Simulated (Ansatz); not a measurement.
# Nb (Fm-3m) in Ansatz: notebook, part 2 of 3

Ansatz 0.2.0. The steps go on from the part before.

### Step 4. Single point, BLYP, spin-orbit coupling, no magnetisation, 18.92 Å³/atom

Contents of input.yaml:

```yaml
crystal:
  lattice:
    - [0.0, 2.115, 2.115]
    - [2.115, 0.0, 2.115]
    - [2.115, 2.115, 0.0]
  atoms:
    - { symbol: Nb, position: [0.0, 0.0, 0.0] }
hamiltonian:
  xc: blyp
  pseudopotentials: { kind: nc_fr, accuracy: standard }
magnetization:
  noncollinear: true
  spin_orbit: true
kpoints:
  mp_grid: { grid: [11, 11, 11] }
scf:
  occupations: { method: methfessel_paxton, width: 0.01 }
output:
  forces: true
  stress: true
  eigenvalues: true
```

Potentials or basis: PseudoDojo standard (PBE files).

Started as:

```
ansatz run input.yaml --threads 2 --pin off --max-ram 5120MiB --backend cpu --events-out ev --progress --plain --runs-dir out
```

Log:

```text
Warning: RAYON_NUM_THREADS=2 ignored (pool sized by the plan → 2); use --threads N
Engine: ansatz 0.2.0, aarch64-unknown-linux-gnu
Pseudopotentials: kind: nc_fr
Pseudopotential: Nb, nc_fr, valence charge 13, recommended cutoff 1115.666836 eV (normal), Nb.nc_fr.azcp (PseudoDojo's, or run here from an input of PseudoDojo's; its table is named by hamiltonian.pseudopotentials.accuracy)
Functional definition: BLYP
  parameter beta = 0.0042
  parameter a = 0.04918
  parameter b = 0.132
  parameter c = 0.2533
  parameter d = 0.349
  exchange = b88_x(beta = beta)
  correlation = lyp_c(a = a, b = b, c = c, d = d)
non-collinear run that drives no moment, with spin-orbit: no starting moment large enough to seed its density (crystal.atoms[].spin), no starting occupations that ask for one, no magnetisation constraint and no magnetic field, so the semilocal B_xc is pinned to zero
Crystal: 1 atoms, lattice volume = 18.922 Å³
Basis set: ecut = 1115.666836 eV, 1639 PW (Γ), exchange–correlation on 72×72×72 points (8 copies of the dense FFT grid, shifted against one another)
Bands: 22, of which v1, the nominal top of the filled ones, is band 13 counted from 1 (12 counted from 0)
Symmetry: 48 space group operations + 48 with time reversal
Magnetic group: BNS 225.117 (UNI 1619), of the structure as read, at distance tolerance 2.7e-5 Å
k-points: 56 of 1331
Projection manifold: j_resolved (fully-relativistic pseudo-atomic orbitals)
Non-local potential: Nb, projectors of the file, l = 0: 2, l = 1: 4, l = 2: 4
Initial density: superposition of atomic densities (chi_scale 0.1, normalization cell)
Initial wavefunctions: pseudopotential atomic-orbital guess
Functional: x = b88, c = lyp
SCF iter   1: F=—  HF=-1691.264298 eV  |F-HF|=—  |Δ(HF+E_count)|=         —  Δρ=7.28e-2  dr2=1.10e0  dr2_m=0.00e0 (ungated)  ethr=3.10e-3  |M|=0.00e0 ∫|m|=0.00e0 μB  |m|>n=0.0e0 m-floor=0.0e0 τ_xc=0.0e0  β_m=0.30  ⟨swp⟩=9.0  Hψ=4161  notcnv=0
preconditioner: auto → none  [insulator: Δε(μ)=0.030 eV  Ē_g=7.282 eV  σ=0.010 eV  W_gap=0.60  n_scr=0 (ndim 8)  ℏωp=19.1 eV  f_vac=0.000  D(μ)=2.97/eV (n_scr^D=58)  ε∞_Penn≈7.9]
SCF iter   2: F=—  HF=-1690.951278 eV  |F-HF|=—  |Δ(HF+E_count)|=   3.13e-1  S|Δr|=    0.00e0  Δρ=3.95e-2  dr2=2.80e-1  dr2_m=0.00e0 (ungated)  ethr=3.10e-3  |M|=0.00e0 ∫|m|=0.00e0 μB  |m|>n=0.0e0 m-floor=0.0e0 τ_xc=0.0e0  β_m=0.45  ⟨swp⟩=4.0  Hψ=1495  notcnv=0  defer=136
SCF iter   3: F=—  HF=-1690.866268 eV  |F-HF|=—  |Δ(HF+E_count)|=   8.50e-2  S|Δr|=    0.00e0  Δρ=9.79e-3  dr2=6.64e-3  dr2_m=0.00e0 (ungated)  ethr=2.15e-3  |M|=0.00e0 ∫|m|=0.00e0 μB  |m|>n=0.0e0 m-floor=0.0e0 τ_xc=0.0e0  β_m=0.64  ⟨swp⟩=4.0  Hψ=1241  notcnv=0  defer=136
SCF iter   4: F=—  HF=-1690.866174 eV  |F-HF|=—  |Δ(HF+E_count)|=   9.43e-5  S|Δr|=    0.00e0  Δρ=9.11e-4  dr2=1.04e-4  dr2_m=0.00e0 (ungated)  ethr=5.11e-5  |M|=0.00e0 ∫|m|=0.00e0 μB  |m|>n=0.0e0 m-floor=0.0e0 τ_xc=0.0e0  β_m=0.72  ⟨swp⟩=2.6  Hψ=1134  notcnv=0  defer=136
SCF iter   5: F=—  HF=-1690.866183 eV  |F-HF|=—  |Δ(HF+E_count)|=   9.39e-6  S|Δr|=    0.00e0  Δρ=1.86e-4  dr2=2.58e-6  dr2_m=0.00e0 (ungated)  ethr=8.02e-7  |M|=0.00e0 ∫|m|=0.00e0 μB  |m|>n=0.0e0 m-floor=0.0e0 τ_xc=0.0e0  β_m=0.84  ⟨swp⟩=3.0  Hψ=896  notcnv=0  defer=136
SCF iter   6: F=—  HF=-1690.866220 eV  |F-HF|=—  |Δ(HF+E_count)|=   3.65e-5  S|Δr|=    0.00e0  Δρ=1.95e-5  dr2=7.06e-8  dr2_m=0.00e0 (ungated)  ethr=7.69e-10  |M|=0.00e0 ∫|m|=0.00e0 μB  |m|>n=0.0e0 m-floor=0.0e0 τ_xc=0.0e0  β_m=0.92  ⟨swp⟩=11.8  Hψ=4159  notcnv=0
SCF iter   7: F=-1690.866220 eV  HF=-1690.866220 eV  |F-HF|=1.53e-9  |Δ(HF+E_count)|=   1.43e-9  S|Δr|=    0.00e0  Δρ=3.13e-6  dr2=2.07e-9  dr2_m=0.00e0 (ungated)  ethr=5.43e-10  |M|=0.00e0 ∫|m|=0.00e0 μB  |m|>n=0.0e0 m-floor=0.0e0 τ_xc=0.0e0  ⟨swp⟩=3.1  Hψ=2268  notcnv=0
SCF 1 converged in 7 iterations: F = -1690.866220 eV  dr2 = 2.07e-9
SCF converged after 7 iterations
Stability not checked: this state was not tested for a lower state beside it, because cold or Methfessel-Paxton smearing, or corrected tetrahedra, fill the levels in a way that the test cannot read (fill_not_monotonic; see scf.lower_state_search)
Magnetization: |M| = 0.0000 μB,  M = (+0.0000, +0.0000, +0.0000) μB
Absolute magnetization: 0.0000 μB (∫|m|)
  site 0: m = (+0.0000, +0.0000, +0.0000) μB, |m| = 0.0000 μB  (R = 1.23 Å)
Free energy (F): -1690.866220 eV
Harris-Foulkes:  -1690.866220 eV  (|F-HF|=1.53e-9)
Internal energy: -1690.866138 eV  (E = F + TS)
E sigma→0 (E₀):  -1690.866199 eV
Entropy (-TS):   -0.000082 eV (-0.082 meV/atom)
Fermi energy:    17.851586 eV
--- Per-component energies (eV) ---
  E_band       = -70.979592
  E_kinetic    = 494.008042
  E_local      = -938.072479  (includes V_loc(G=0)·N_el)
  E_nonlocal   = 211.144943
  E_hartree    = 212.449345
  E_xc         = -351.548986
  E_vxc        = -262.957553  (∫ρ·V_xc dr)
  E_ewald      = -1318.847003
  E_smearing   = -0.000082  (= −TS)
  E_closure    = -0.000000  (closes the sum)
  Σ components = -1690.866220   (vs F -1690.866220, Δ=0.00e0)
--- Forces (eV/Å), atoms counted from 1 ---
  atom   1  Nb     0.00000000    -0.00000000    -0.00000000
  max |Σ_I F_I| component: 1.15e-30 eV/Å
--- Stress (GPa, compression-positive) ---
        4.371104       0.000000      -0.000000
        0.000000       4.371104       0.000000
       -0.000000      -0.000000       4.371104
  P = ⅓ Tr σ = 4.3711 GPa (43.711 kbar)
--- Band table (eV; the first three rows and the last of 56) ---
  k-point 0: bands = ["-36.8763", "-36.8763", "-13.8258", "-13.8258", "-11.6457", "-11.6457", "-11.6457", "-11.6457", "11.8618", "11.8618", "17.8694", "17.8694", "17.8694", "17.8694", "17.9766", "17.9766", "20.4432", "20.4432", "20.4432", "20.4432", "29.8645", "29.8645"]
  k-point 1: bands = ["-36.8615", "-36.8615", "-13.8622", "-13.8622", "-11.7189", "-11.7189", "-11.6586", "-11.6586", "12.1629", "12.1629", "17.6834", "17.6834", "17.9972", "17.9972", "18.0873", "18.0873", "20.3248", "20.3248", "20.3420", "20.3420", "30.4516", "30.4516"]
  k-point 2: bands = ["-36.8218", "-36.8218", "-13.9656", "-13.9656", "-11.9039", "-11.9039", "-11.6930", "-11.6930", "12.9521", "12.9521", "17.2801", "17.2801", "18.2169", "18.2169", "18.3419", "18.3419", "20.2132", "20.2132", "20.2790", "20.2790", "31.2882", "31.2882"]
  k-point 55: bands = ["-36.6272", "-36.6272", "-14.4076", "-14.4076", "-12.4546", "-12.4546", "-12.1885", "-12.1885", "15.3315", "15.3315", "16.3714", "16.3714", "17.1561", "17.1561", "19.7875", "19.7875", "22.6938", "22.6938", "27.2709", "27.2709", "27.8892", "27.8892"]
```

Run time: 4.3 s. Hardware: 2 threads of Arm Neoverse V2, shared host; peak memory 0.42 GiB.

What came out:

| Item | Value |
| --- | --- |
| Free energy | -1690.8662 eV |
| Pressure | 4.4 GPa |
| Band gap on the k mesh | none (metal or under the smearing width) |

Caveat: the potentials were made for another functional, which shifts forces and pressure.

### Step 5. Wannier functions, BLYP, spin-orbit coupling, no magnetisation

Contents of run.py:

```python
import json

import ase.io
import numpy as np

import ansatz as az

atoms = ase.io.read("POSCAR", format="vasp")

calculation = (
    az.Crystal.from_ase(atoms)
    .calculation()
    .kpoints(7, 7, 7)
    .functional("blyp")
    .pseudopotentials(kind="nc_fr", accuracy="standard")
    .spin("noncollinear", soc=True)
    .scf(extra_bands=14)
    .occupations(method="methfessel_paxton", width=0.01)
    .wannier(mesh=(6, 6, 6), projections=(az.TrialShell(site=0, l="d"), az.TrialShell(site=0, l="s")),
        minimise=True, disentanglement_window=(1.9, 33.9), disentanglement_frozen_window=(4.9, 18.4),
        write_xyz=True)
    .band_table(publish=True)
)
outcome = calculation.run(threads=2, events_out="events.jsonl")

report = outcome.report
for line in open("events.jsonl"):
    event = json.loads(line)
    if event["event"] == "scf_iter":
        d = event["data"]
        print(f"SCF {d['iter']:3d}  HF = {d['harris_foulkes_ev']:.6f} eV  dr2 = {d['dr2_ev']:.2e} eV")
    elif event["event"] in ("relax_step", "md_step"):
        d = event["data"]
        print(f"{event['event']} {d['step']:3d}  E = {d['lagrangian_ev']:.6f} eV")
np.set_printoptions(precision=5, suppress=True, linewidth=110)
print("converged:", report["converged"], "after", report["n_iterations"], "iterations")
print(f"free energy {report['free_energy_ev']:.6f} eV, Fermi level {report['fermi_energy_ev']:.4f} eV")
for key in ("band_edges_ev", "magnetization_mub", "site_moments_mub", "site_moments_nc_mub", "forces_ev_ang",
                "stress_gpa"):
    if report.get(key) is not None:
        print(key, np.array(report[key]), sep="\n")
```

Contents of POSCAR:

```
Nb
1.0
    0.0000000000      2.1150000000      2.1150000000
    2.1150000000      0.0000000000      2.1150000000
    2.1150000000      2.1150000000      0.0000000000
Nb
1
Direct
    0.0000000000      0.0000000000      0.0000000000
```

Potentials or basis: PseudoDojo standard.

Started as:

```
python run.py
```

Log:

```text
DeckWarning: basis.ecutwfc = 1115.666836 eV, auto-derived from the records' recommended cutoffs: set by Nb (normal level)
PlacementWarning: RAYON_NUM_THREADS=2 ignored (pool sized by the plan → 2); use plan(threads=…)
SCF   1  HF = -1691.287910 eV  dr2 = 1.12e+00 eV
SCF   2  HF = -1690.974566 eV  dr2 = 2.71e-01 eV
SCF   3  HF = -1690.890527 eV  dr2 = 7.65e-03 eV
SCF   4  HF = -1690.890437 eV  dr2 = 8.34e-05 eV
SCF   5  HF = -1690.890453 eV  dr2 = 2.27e-06 eV
SCF   6  HF = -1690.890454 eV  dr2 = 5.18e-08 eV
converged: True after 6 iterations
free energy -1690.890454 eV, Fermi level 17.9504 eV
magnetization_mub
0.0
site_moments_nc_mub
[[0. 0. 0.]]
```

wannier.spreads.toml:

```text
omega_i_ang2 = 15.44792362395502
omega_d_ang2 = 0.306552803618799
omega_od_ang2 = 2.9502276292679395
omega_total_ang2 = 18.70470405684176
least_projectability = -3.78987137004025e-16
b_vectors_match_mmn = true
n_iter = 75
converged = true
rejected_fitted_steps = 0
dis_converged = true
dis_n_iter = 34
dis_n_moved = 1
dis_level_miss = 0.003275872541849467

[[wannier]]
r = [-0.0000009120541898574719, 0.0000010621093385216983, 0.10675541125744968]
spread = 1.3768517431395593

[[wannier]]
r = [-0.000001038975912836832, 0.0000005527657587412299, 0.1067553962590923]
spread = 1.376851744806961

[[wannier]]
r = [0.07420196041208665, -0.07420478356259853, 0.08355215979304546]
spread = 1.414855979090657

[[wannier]]
r = [0.07420210439946252, -0.07420463972604416, 0.08355221775418628]
spread = 1.4148560181546774

[[wannier]]
r = [-0.07420237629673308, 0.07420436203819115, 0.08355243073374546]
spread = 1.4148562055499028

[[wannier]]
r = [-0.07420265562015764, 0.07420408245054287, 0.0835524685967321]
spread = 1.4148562566699647

[[wannier]]
r = [-0.08438920600779447, 0.08439127001729191, -0.1427727402084375]
spread = 1.4708724148202112

[[wannier]]
r = [-0.08438902083201208, 0.08439155042025774, -0.14277273994521975]
spread = 1.4708724388450416

[[wannier]]
r = [0.08439075210852683, -0.08439175138828499, -0.14277268744782878]
spread = 1.470873306899706

[[wannier]]
r = [0.08439044473598871, -0.08439208520080671, -0.14277269852597713]
spread = 1.4708733429884644

[[wannier]]
r = [-1.0575000268191856, -1.0574998340785697, -1.0457504155926471]
spread = 2.204042298834122

[[wannier]]
r = [-1.0574999771175546, -1.057499799344567, -1.0457504155936526]
spread = 2.204042307042369

[[curvature_check]]
after_line_search = 13
omega_tilde_before_ang2 = 3.4795151907080575
krylov_steps = 105
lowest_ritz_value_ang2 = -0.20349566427438792
residual_ang2 = 6.097237110860851e-19
settled = true
first_negative_step = 3
curvature_along_ang2 = -0.18603708143216166
angle_rad = 1.0726321643963823
omega_tilde_after_ang2 = 3.3125936473860573
outcome = "escaped"

[[curvature_check]]
after_line_search = 75
omega_tilde_before_ang2 = 3.2567804328867385
krylov_steps = 57
lowest_ritz_value_ang2 = 0.026220411452678644
residual_ang2 = 3.4632134830181425e-10
settled = true
outcome = "no-negative-curvature"
```

wannier.win:

```text
! ansatz wannier90 interface
! projections by site (counted from 0) and shell: 0 4D, 0 5S
! states of the run's bands (counted from 1): 1-26
num_bands = 26
num_wann  = 12
num_iter  = 2000
dis_win_min = 1.9
dis_win_max = 33.9
dis_froz_min = 4.9
dis_froz_max = 18.4
dis_num_iter = 10000
guiding_centres = true
spinors = true
write_xyz = true

begin unit_cell_cart
Ang
                      0.0                    2.115                    2.115
                    2.115                      0.0                    2.115
                    2.115                    2.115                      0.0
end unit_cell_cart

begin atoms_frac
Nb                       0.0                      0.0                      0.0
end atoms_frac

mp_grid = 6 6 6

begin kpoints
                      0.0                      0.0                      0.0
                      0.0                      0.0      0.16666666666666666
                      0.0                      0.0       0.3333333333333333
                      0.0                      0.0                      0.5
                      0.0                      0.0       0.6666666666666666
                      0.0                      0.0       0.8333333333333334
[... 208 lines left out ...]
       0.8333333333333334       0.8333333333333334       0.6666666666666666
       0.8333333333333334       0.8333333333333334       0.8333333333333334
end kpoints

fermi_energy = 17.94751879884109

begin projections
f=0.0,0.0,0.0: d
f=0.0,0.0,0.0: s
end projections
```

Wall time 15 s (2 threads of Arm Neoverse V2, shared host); peak memory 0.77 GiB.

The run converged, but some of its settings lie outside the range that counts as converged (typed here: kpoints.mp_grid.grid = 7 × 7 × 7), so its numbers aren't taken as properties of the crystal.

Results:

```
Free energy            : -1690.8905 eV
Band gap on the k mesh : none (metal or under the smearing width)
Total Wannier spread   : 18.71 Å² over 12 functions
```

Caveat: the k mesh is coarse (spacing up to 0.37 Å⁻¹), so the values aren't converged; the potentials were made for another functional, which shifts forces and pressure.

(Part 2 of 3 ends here.)
